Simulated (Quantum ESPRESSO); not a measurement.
The system is Cu.

```xyz
2
Lattice="2.5341 0.0000 0.0000 -1.2670 2.1946 0.0000 0.0000 0.0000 4.1126" Properties=species:S:1:pos:R:3 pbc="T T T"
Cu    1.2670    0.7315    3.0844
Cu    0.0000    1.4631    1.0281
```

This isn't the form of Cu at room conditions, which is fcc.

* Program: Quantum ESPRESSO 7.5
* Task: single point
* Functional: PBE
* Potentials or basis: SSSP 1.3 efficiency PBE
* Cutoff: 748 eV
* Density cutoff: 5987 eV
* k mesh: 12 × 12 × 7
* Occupations: fermi-dirac, width 0.05 eV
* Spin: no spin polarisation

On this cell: pressure 6.9 GPa; largest force under 0.003 eV/Å; band gap on the k mesh none (metal or under the smearing width).

The same run follows on a disturbed copy (atoms moved at random, drawn with an rms of 0.05 Å):

```
Cu
1.0
     2.53410    0.00000    0.00000
    -1.26705    2.19459    0.00000
     0.00000    0.00000    4.11257
Cu
2
Direct
  0.66971 0.35034 0.74393
  0.35459 0.66690 0.24866
```

**Question.** What does the disturbed cell give?

**Answer.** The energy (extrapolated to zero smearing) moves by +3.2 meV/atom; pressure 7.1 GPa; largest force 0.214 eV/Å; band gap on the k mesh none (metal or under the smearing width).

Forces in eV/Å, atoms in the order of the input:
```
Cu   0.113 -0.062  0.170
Cu  -0.113  0.062 -0.170
```

Stress tensor (GPa, compression positive):
```
 7.29 -0.93  0.11
-0.93  6.28 -0.06
 0.11 -0.06  7.59
```
